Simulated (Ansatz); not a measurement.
# How WSe2 answers to pressure

```cif
data_structure
_symmetry_space_group_name_H-M 'P 1'
_symmetry_Int_Tables_number 1
_cell_length_a 3.2900
_cell_length_b 3.2900
_cell_length_c 12.9700
_cell_angle_alpha 90.000
_cell_angle_beta 90.000
_cell_angle_gamma 120.000
_cell_volume 121.58
loop_
_atom_site_label
_atom_site_type_symbol
_atom_site_fract_x
_atom_site_fract_y
_atom_site_fract_z
_atom_site_occupancy
W1 W 0.33333 0.66667 0.25000 1
W2 W 0.66667 0.33333 0.75000 1
Se1 Se 0.33333 0.66667 0.62100 1
Se2 Se 0.66667 0.33333 0.12100 1
Se3 Se 0.33333 0.66667 0.87900 1
Se4 Se 0.66667 0.33333 0.37900 1
```

The runs use the primitive cell with vectors (3.290, 0.000, 0.000), (-1.645, 2.849, 0.000), (0.000, 0.000, 12.970) Å, to which the k mesh refers.

The cell is COD entry 9009146, as deposited and not checked against the literature; nothing was relaxed.

No spin–orbit coupling, which matters for the heavy atoms here.

The calculation used Ansatz 0.2.0, DFT, PBEsol, all-electron LAPW, scalar-relativistic.

Settings: a Γ-centred 11×11×3 k mesh, Fermi–Dirac smearing of 0.08 eV, basis error target 0.5 meV/atom, no spin polarisation.

The cell is scaled evenly with fractional coordinates held. Semilocal gaps are too small, but their slopes carry over better.

```csv
V/V(cell),P (GPa),gap on the k mesh (eV)
0.9600,4.98,0.877
0.9800,1.72,0.898
0.9900,0.22,0.907
1.0000,-1.20,0.916
1.0100,-2.55,0.925
1.0200,-3.82,0.933
1.0400,-6.17,0.947
1.0600,-8.27,0.959
```

Question: From the rows at 0.9900 and 1.0100, what is the bulk modulus at the cell's volume?

Answer: B = −ΔP/Δln V = −[(-2.55) − (0.22)]/0.02000 = 138.5 GPa.

Question: What are the gap's volume deformation potential and pressure coefficient?

Answer: dEg/dln V = (0.925 − 0.907)/0.02000 = 0.90 eV, and dEg/dP = −(dEg/dln V)/B = -6.5 meV/GPa: pressure narrows the gap.

Question: Predict the row at V/V(cell) = 0.9400. How far is a linear estimate of P off?

Answer: P = 8.61 GPa, gap 0.854 eV. The linear estimate P(cell) − B ln(V/V(cell)) = 7.37 GPa misses by 1.24 GPa, since the modulus grows under compression.
